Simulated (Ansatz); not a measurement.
## Re: pressure as volume per atom varies

Results calculated with Ansatz 0.2.0, not measured. Periodic Kohn-Sham DFT of a crystal at fixed atoms; pressure and stress are positive in compression; the energy is the free energy less that of spherical unpolarised free atoms; site moments are those in the method's own spheres, positive along +z.

Cell of the first row (space group P6_3/mmc, No. 194):
```
Re
1.0
      2.5498     0.0000     0.0000
     -1.2749     2.2082     0.0000
      0.0000     0.0000     4.0770
Re
2
Direct
  0.33333 0.66667 0.25000
  0.66667 0.33333 0.75000
```

Settings of every row: method frozen-core PAW; functional PBE; relativity scalar; k mesh 14x14x8; filling fermi-dirac; smearing width 0.05 eV; wave cutoff 420 eV; paw set soft_2.

Atom start moment: 0 on all atoms.

Limits: all rows lie far from zero pressure; cell far from its zero-pressure volume; no spin-orbit coupling on heavy atoms.

```
row  volume per atom (Å³)  pressure (GPa)
  1                11.477         170.005
  2                11.484         169.478
  3                11.722         149.817
  4                11.966         131.346
  5                12.088          122.71
  6                 12.21         114.454
  7                12.332         106.565
  8                12.454          99.028
  9                12.698           84.95
 10                12.943               ?
```

Question: what pressure should row 10 give?

Worked fit of pressure. Take u = (V_r/V)^(2/3) − 1 with V_r = 12.088 Å³ an atom, which is twice the finite (Eulerian) strain; such expansions in the strain, on which the Birch-Murnaghan equation of state is built, carry the rest volume and the bulk modulus. The shown rows have u = 0.03518, 0.03476, 0.02071, 0.00679, 0, -0.00667, -0.01323, -0.01969, -0.03229. Least squares give pressure = 122.7091 + 1253.887 × u + 2608.3 × u² GPa; a straight line predicts inner rows, each left out in turn, worse (root mean square 1.2 against 0.025 GPa). The rows lie off it by -0.044, 0.032, 0.021, 0.003, 0.001, -0.008, -0.012, -0.003, 0.009 (root mean square 0.02 GPa). The withheld row has u = -0.04454, so the fit gives 122.7091 + 1253.887 × (-0.04454) + 2608.3 × (-0.04454)² = 72.035 GPa.

The calculation gave 72.1 GPa. The fit lies 0.065 GPa (0.066 % of the column's range) below it; its largest miss of a shown row is 0.044 GPa. This row lies beyond the range of the fit.
